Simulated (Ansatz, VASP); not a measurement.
Two plane-wave programs on MgO

```
CELL_PARAMETERS angstrom
2.58839 0.00000 0.00000
0.00000 2.58839 0.00000
0.00000 0.00000 2.58839
ATOMIC_POSITIONS crystal
Mg 0.00000 0.00000 0.00000
O 0.50000 0.50000 0.50000
```

Alike in both runs: task single point; functional r2SCAN; k mesh 10 × 10 × 10; occupations gaussian, width 0.05 eV; no spin polarisation.

|  | VASP | Ansatz |
| --- | --- | --- |
| version | VASP 6.6.1 | Ansatz 0.2.0 |
| potentials or method | VASP PAW PBE potentials, release 64 (Mg, O) | scalar-relativistic, plane waves, PAW |
| plane-wave cutoff (eV) | 520 | 500 |
| valence electrons in the cell | 8 | 16 |

Ansatz gave:

- gap on the k mesh at the Fermi level (eV): 3.90
- least direct gap on the mesh (eV): 5.00
- pressure (GPa): 6.9

Task: Estimate VASP's values.

Result: gap on the k mesh at the Fermi level (eV): 3.85; least direct gap on the mesh (eV): 4.96; pressure (GPa): 5.6.

The two sets of potentials don't hold the same shells in valence.

Caveats: the PAW data sets were made with another functional, which shifts forces and pressure a little (VASP). r2SCAN opens gaps a little over a GGA but as a rule still falls short of measured ones. A k mesh can miss the band edges.
